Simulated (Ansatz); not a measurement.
# C (I4_1/amd) in Ansatz: relaxation of the atoms with PBE

Aim: the relaxation of the atoms of C with PBE.

Program: Ansatz 0.2.0. These are calculated values, not measurements. Logs are shortened: lines on timing, memory, paths and dates and some standing lists are left out, and cuts for length are marked.

## (1) The cell of the first run

The structure is tetragonal, space group I4_1/amd (No. 141). Conventional cell: a = 2.522 Å, b = 2.522 Å, c = 3.495 Å, α = 90.00°, β = 90.00°, γ = 90.00°. C (site symmetry -4m2) has 4 C at 1.53 Å as nearest neighbours.

This isn't the form of C at room conditions, which is graphite.

## (2) Relaxation of the atoms, PBE (strain = -0.02)

The input, input.yaml:

```yaml
crystal:
  lattice:
    - [0.0, 1.78337, 1.78337]
    - [1.7477026, 0.0, 1.78337]
    - [1.7477026, 1.78337, 0.0]
  atoms:
    - { symbol: C, position: [0.75, 0.75, 0.75] }
    - { symbol: C, position: [0.5, 0.5, 0.5] }
kpoints:
  mp_grid: { grid: [13, 13, 13] }
scf:
  occupations: { method: fermi_dirac, width: 0.05 }
hamiltonian:
  xc: pbe
  pseudopotentials: { kind: all_electron, lapw: { basis_error: 0.001 } }
output:
  forces: true
  stress: true
relax:
  f_tol: 0.02
  max_steps: 60
```

Potentials or basis: all-electron LAPW, scalar-relativistic.

Launch:

```sh
$ ansatz run input.yaml --threads 1 --pin off --max-ram 3072MiB --backend cpu --events-out ev --progress --plain --runs-dir out
```

Output:

```text
Warning: RAYON_NUM_THREADS=1 ignored (pool sized by the plan → 1); use --threads N
The last accepted step is kept in <dir> (removed where the run ends without a failure and the disk answers)
LAPW: plane waves up to 11.242 Å⁻¹, error target 1.0e-3 eV per atom; small_component_spin mean_spin; C in spheres of 0.744 Å, 6 of its electrons in bands, Dirac shells [] (how accurate: hamiltonian.pseudopotentials.lapw.basis_error, Limitations)
Engine: ansatz 0.2.0, aarch64-unknown-linux-gnu
Pseudopotentials: kind: all_electron
Pseudopotential: C, LAPW, valence charge 6, lapw/all_electron/scalar/gaussian/C, Koelling and Harmon's equation, gaussian nucleus
Functional definition: PBE
  parameter kappa = 0.804
  parameter beta = 0.06672455060314922
  exchange = pbe_x(kappa = kappa, mu = beta*pi^2/3)
  correlation = pbe_c(beta = beta)
Crystal: 2 atoms, lattice volume = 11.117 Å³
Basis set: ecut = 481.532045640491 eV, 275 PW (Γ), FFT grids on a1−a3, a2, a3, exchange–correlation at level 2
Bands: 10, of which v1, the nominal top of the filled ones, is band 6 counted from 1 (5 counted from 0)
Symmetry: 16 space group operations
Space group: I41/amd (ITA 141), of the structure as read, at distance tolerance 2.2e-5 Å
k-points: 196 of 2197
Non-local potential: C, projectors of the file, none
Initial density: superposition of atomic densities (chi_scale 0.1, normalization cell)
Initial wavefunctions: plane waves of lowest kinetic energy (no species holds an atomic orbital)
Functional: x = pbe(κ = 0.804, μ = 0.2195149727645171), c = pbe(β = 0.06672455060314922)
iter 1 solved again at ethr=1.30e-2 eV; its pass at ethr=1.00e-1 eV (dr2=1.56e0 eV) is discarded
SCF iter   1: F=—  HF=-2074.095604 eV  |F-HF|=—  |Δ(HF+E_count)|=         —  Δρ=1.40e-1  dr2=1.56e0  ethr=1.30e-2  ⟨swp⟩=2.0  Hψ=14474  notcnv=0
preconditioner: auto → none  [insulator: Δε(μ)=4.400 eV  Ē_g=19.922 eV  σ=0.050 eV  W_gap=1.00  n_scr=0 (ndim 8)  ℏωp=31.5 eV  f_vac=0.000  D(μ)=0.00/eV (n_scr^D=0)  ε∞_Penn≈3.5]
SCF iter   2: F=—  HF=-2073.517715 eV  |F-HF|=—  |Δ(HF+E_count)|=   5.78e-1  Δρ=5.58e-2  dr2=2.27e-1  ethr=1.30e-2  ⟨swp⟩=2.8  Hψ=5342  notcnv=0
iter 3 solved again at ethr=6.92e-6 eV; its pass at ethr=1.89e-3 eV (dr2=8.30e-4 eV) is discarded
SCF iter   3: F=—  HF=-2073.449053 eV  |F-HF|=—  |Δ(HF+E_count)|=   6.87e-2  Δρ=4.72e-3  dr2=8.22e-4  ethr=6.92e-6  ⟨swp⟩=2.4  Hψ=10059  notcnv=0
SCF iter   4: F=—  HF=-2073.449493 eV  |F-HF|=—  |Δ(HF+E_count)|=         —  Δρ=3.19e-4  dr2=2.97e-6  ethr=6.85e-6  ⟨swp⟩=2.2  Hψ=4398  notcnv=0
the basis was enlarged: its passes take 66.6 KiB over the memory plan, 1 of 1 planned eigensolver slots
SCF iter   5: F=-2073.449499 eV  HF=-2073.449499 eV  |F-HF|=5.88e-8  |Δ(HF+E_count)|=   6.11e-6  Δρ=3.13e-5  dr2=2.88e-8  ethr=2.47e-8  ⟨swp⟩=3.0  Hψ=5053  notcnv=0
SCF 1 converged in 5 iterations: F = -2073.449499 eV  dr2 = 2.88e-8
relax step   1: F+E_penalty+E_count = -2073.44949884 eV  Δ(F+E_penalty+E_count) = +0.000e0 eV  max|allowed force component| = 1.665e-16 eV/Å  Δτ_max = 0.0000 Å  (5 SCF iters, accepted)
SCF converged after 5 iterations
Free energy (F): -2073.449499 eV
Harris-Foulkes:  -2073.449499 eV  (|F-HF|=5.88e-8)
Internal energy: -2073.449499 eV  (E = F + TS)
E sigma→0 (E₀):  -2073.449499 eV
Fermi energy:    16.016779 eV
--- Per-component energies (eV) ---
  E_band       = -967.680670
  E_kinetic    = 2068.069980
  E_xc         = -295.956534
  E_electrostatic = -3845.562945  (all electrons and nuclei)
  E_smearing   = -0.000000  (= −TS)
  E_closure    = -0.000000  (closes the sum)
  E_atoms      = -2055.265647  (free atoms, spherical and without spin; not in F)
  Σ components = -2073.449499   (vs F -2073.449499, Δ=0.00e0)
  Basis errors (estimates in eV, not in F): energy 6.2e-4 per atom: plane waves 6.0e-4 (3.9e-4 summed), levels above the bands 1.0e-82, relativity 9.4e-9, radial functions 1.9e-5, core shells 0.0e0; eigenvalues (radial functions only) 1.0e-6; not estimated: angular momenta, meshes, grids; target (lapw.basis_error) 1.0e-3; muffin-tin radii C 0.744 Å
--- Forces (eV/Å), atoms counted from 1 ---
  atom   1  C      0.00000000     0.00000000    -0.00000000
  atom   2  C     -0.00000000     0.00000000     0.00000000
  max |Σ_I F_I| component: 2.78e-17 eV/Å
--- Stress (GPa, compression-positive) ---
       23.541526      -0.000000      -0.000000
       -0.000000       4.713919       0.000000
       -0.000000       0.000000       4.713919
  P = ⅓ Tr σ = 10.9898 GPa (109.898 kbar)
--- Relaxed structure (1 steps of the walk, 1 accepted, 0 SCFs on fresh bases) ---
  F+E_penalty+E_count = -2073.44949884 eV   max|allowed force component| = 1.665e-16 eV/Å
  atoms:
    - { symbol: C, position: [0.75, 0.75, 0.75] }
    - { symbol: C, position: [0.4999999999999999, 0.5, 0.5] }
```

It took 9.5 s on 1 thread of Arm Neoverse V1, shared host; peak memory 0.33 GiB.

What came out:

- Free energy: -2073.4495 eV
- Pressure after relaxing: 11.0 GPa
- Band gap on the k mesh: 3.67 eV

Final structure:
```cif
data_structure
_symmetry_space_group_name_H-M 'P 1'
_symmetry_Int_Tables_number 1
_cell_length_a 2.5221
_cell_length_b 2.4970
_cell_length_c 2.4970
_cell_angle_alpha 60.666
_cell_angle_beta 59.667
_cell_angle_gamma 59.667
_cell_volume 11.12
loop_
_atom_site_label
_atom_site_type_symbol
_atom_site_fract_x
_atom_site_fract_y
_atom_site_fract_z
_atom_site_occupancy
C1 C 0.75000 0.75000 0.75000 1
C2 C 0.50000 0.50000 0.50000 1
```

Caveat: the relaxation stopped at its first step, so nothing moved; an odd mesh through Γ misses points on the zone boundary, where band edges often lie.
